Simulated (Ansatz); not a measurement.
Crystal: SiO2.

```
CELL_PARAMETERS angstrom
-4.47204 4.47204 2.61177
4.47204 -4.47204 2.61177
4.47204 4.47204 -2.61177
ATOMIC_POSITIONS crystal
Si 0.82311 0.82311 0.64622
Si 0.17689 0.82311 0.00000
Si 0.82311 0.17689 0.00000
Si 0.17689 0.17689 0.35378
O 0.00000 0.79145 0.79145
O 0.20855 0.00000 0.20855
O 0.79145 0.00000 0.79145
O 0.00000 0.20855 0.20855
O 0.00000 0.00000 0.50000
O 0.50000 0.00000 0.00000
O 0.00000 0.50000 0.00000
O 0.50000 0.50000 0.50000
```

The cell comes from a database or a generator and needn't be the stable form of this composition.

* Program: Ansatz 0.2.0
* Task: relaxation of cell and atoms
* Functional: PBE
* Potentials or basis: Ansatz PAW
* Cutoff: 420 eV (not typed: the program's choice for these potentials)
* k mesh: 6 × 6 × 6
* Occupations: fermi-dirac, width 0.05 eV
* Spin: no spin polarisation

At the start: volume 17.41 Å³/atom.

Q: How do energy, volume and symmetry change on relaxing?

A: It ends after 9 steps and the volume is 17.83 Å³/atom (+2.4 %); space group I4/mmm (No. 139, to 0.05 Å).

The path:
| step | energy change (eV) | largest force (eV/Å) | volume (Å³) |
| --- | --- | --- | --- |
| 1 | 0.0000 | 0.2161 | 208.93 |
| 2 | -0.0353 | 0.1433 | 211.35 |
| 3 | -0.0441 | 0.0563 | 213.87 |
| 4 | -0.0444 | 0.0495 | 213.85 |
| 5 | -0.0446 | 0.0205 | 213.88 |
| 6 | -0.0450 | 0.0010 | 213.78 |
| 7 | -0.0605 | 0.0010 | 213.78 |
| 8 | -0.0600 | 0.0023 | 214.01 |
| 9 | -0.0604 | 0.0022 | 214.01 |

Final structure:
```
Si O
1.0
    -4.50493    4.50493    2.63635
     4.50493   -4.50493    2.63635
     4.50493    4.50493   -2.63635
Si O
4 8
Direct
  0.82307 0.82307 0.64615
  0.17693 0.82307 0.00000
  0.82307 0.17693 0.00000
  0.17693 0.17693 0.35385
  0.00000 0.79053 0.79053
  0.20947 0.00000 0.20947
  0.79053 0.00000 0.79053
  0.00000 0.20947 0.20947
  0.00000 0.00000 0.50000
  0.50000 0.00000 0.00000
  0.00000 0.50000 0.00000
  0.50000 0.50000 0.50000
```

Caveat: the plane-wave basis is chosen anew once the cell has moved, so the energies of steps on either side of that aren't comparable; the pressure holds a Pulay correction of +0.4 GPa for the finite cutoff.
